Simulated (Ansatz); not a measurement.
Something may be wrong with this Ansatz 0.2.0 calculation of Ge.

The input input.yaml:

```yaml
crystal:
  LATTICE:
    - [1.488052925, -2.59468961, 0.0]
    - [1.488052925, 2.59468961, 0.0]
    - [0.0, 0.0, 4.72759579]
  atoms:
    - { symbol: Ge, position: [0.33344663, 0.66655337, 0.25] }
    - { symbol: Ge, position: [0.66655337, 0.33344663, 0.75] }
hamiltonian:
  xc: pbesol
  pseudopotentials: { kind: paw }
kpoints:
  mp_grid: { grid: [10, 10, 6] }
  band_path:
    path:
      - [[0.0, 0.0, 0.0], [0.3322253894, 0.3322253894, 0.0], [0.0, 0.5, 0.0], [0.0, 0.5, 0.5], [0.3322253894, 0.3322253894, 0.5], [0.0, 0.0, 0.5], [0.0, 0.0, 0.0], [-0.5, 0.5, 0.0], [-0.3322253894, 0.6677746106, 0.0], [-0.3322253894, 0.6677746106, 0.5], [-0.5, 0.5, 0.5], [-0.5, 0.5, 0.0]]
      - [[0.0, 0.0, 0.5], [-0.5, 0.5, 0.5]]
    npoints: 14
scf:
  occupations: { method: fermi_dirac, width: 0.05 }
  n_extra_bands: 6
  max_iter: 50
output:
  forces: true
  stress: true
  eigenvalues: true
  fatbands: false
```

Potentials or basis: Ansatz PAW.

The run is started by

```sh
$ ansatz run input.yaml --threads 2 --pin off --max-ram 5632MiB --backend cpu --events-out ev --progress --plain --runs-dir out
```

Output:

```text
Error: YAML parse error: error: line 2 column 3: unknown field `LATTICE`, expected one of checkpoint, saddle_side, structure_sha256, lattice, periodic, space_group, setting, atoms, reduce_to_primitive, conventional_axes, supercell, defects, symmetry, host
 --> <input>:2:3
  |
1 | crystal:
2 |   LATTICE:
  |   ^ unknown field `LATTICE`, expected one of checkpoint, saddle_side, structure_sha256, lattice, periodic, space_group, setting, atoms, reduce_to_primitive, conventional_axes, supercell, defects, symmetry, host
3 |     - [1.488052925, -2.59468961, 0.0]
4 |     - [1.488052925, 2.59468961, 0.0]
  |
```

Problem. Diagnose the run.

Solution. The program refused the input. The input holds a flaw that was put in on purpose: a misspelt key (crystal.lattice = LATTICE).

A sound run on the same cell differs in these lines of the main input:
```diff
@@ -2 +2 @@
-  LATTICE:
+  lattice:
@@ -22 +21,0 @@
-  max_iter: 50
@@ -27 +26 @@
-  fatbands: false
+  fatbands: true
```
